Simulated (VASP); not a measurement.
Here is a VASP 6.6.1 calculation.

POSCAR

```
GaP                                     
1.0
    0.0000000000      2.7184163019      2.7184163019
    2.7184163019      0.0000000000      2.7184163019
    2.7184163019      2.7184163019      0.0000000000
  Ga              P             
     1     1
Direct
     0.0000000000000000    0.0000000000000000    0.0000000000000000
     0.2500000000000000    0.2500000000000000    0.2500000000000000
```

Contents of INCAR.step1:

```
ALGO = Normal
EDIFF = 1E-5
ENCUT = 520
GGA = PE
ISIF = 2
ISMEAR = 0
KPAR = 8
LASPH = True
LCHARG = False
LREAL = False
LWAVE = True
NBANDS = 16
NELM = 80
PREC = Accurate
SIGMA = 0.03
```

File INCAR.step2:

```
ALGO = Normal
EDIFF = 1E-6
ENCUT = 520
GGA = PE
HFSCREEN = 0.2
ISIF = 2
ISMEAR = 0
ISTART = 1
KPAR = 8
LASPH = True
LCHARG = False
LHFCALC = True
LREAL = False
LWAVE = False
NBANDS = 16
NELM = 80
PREC = Accurate
PRECFOCK = Fast
SIGMA = 0.03
```

KPOINTS

```
k-points
0
Gamma
  8 8 8
```

The input KPOINTS_OPT:

```
explicit points
6
Reciprocal
 0.0000000000  0.0000000000  0.0000000000 1
 0.3750000000  0.3750000000  0.7500000000 1
 0.5000000000  0.5000000000  0.5000000000 1
 0.6250000000  0.2500000000  0.6250000000 1
 0.5000000000  0.2500000000  0.7500000000 1
 0.5000000000  0.0000000000  0.5000000000 1
```

Potentials or basis: VASP PAW PBE potentials, release 64 (Ga_d, P).

Command:

```console
$ cat potpaw_PBE.64/Ga_d/POTCAR potpaw_PBE.64/P/POTCAR > POTCAR
$ cp INCAR.step1 INCAR
$ mpirun -np 8 vasp_std > vasp.out
$ cp INCAR.step2 INCAR
$ mpirun -np 8 vasp_std > vasp.out
```

Problem. Estimate the band gap on the k mesh.

Solution. 2.29 eV, indirect (least direct gap 2.87 eV).

Problem. Estimate the pressure.

Solution. 1.2 GPa.

Caveat: the PAW data sets were made with another functional, which shifts forces and pressure a little.

**The experiment to reproduce.**

“Stacking defects in GaP nanowires: Electronic structure and optical properties”, 2018, arxiv:1810.01194 quotes, for a bulk crystal of GaP at 10 K: band gap 2.34 eV (indirect).

Against the measured gap of GaP, 2.34 eV (indirect; 10 K; quoted in “Stacking defects in GaP nanowires: Electronic structure and optical properties”, 2018, arxiv:1810.01194), the calculated 2.29 eV is off by -0.05 eV. Spin-orbit coupling on Ga is left out. The value is that of HSE06, without temperature or zero-point motion.
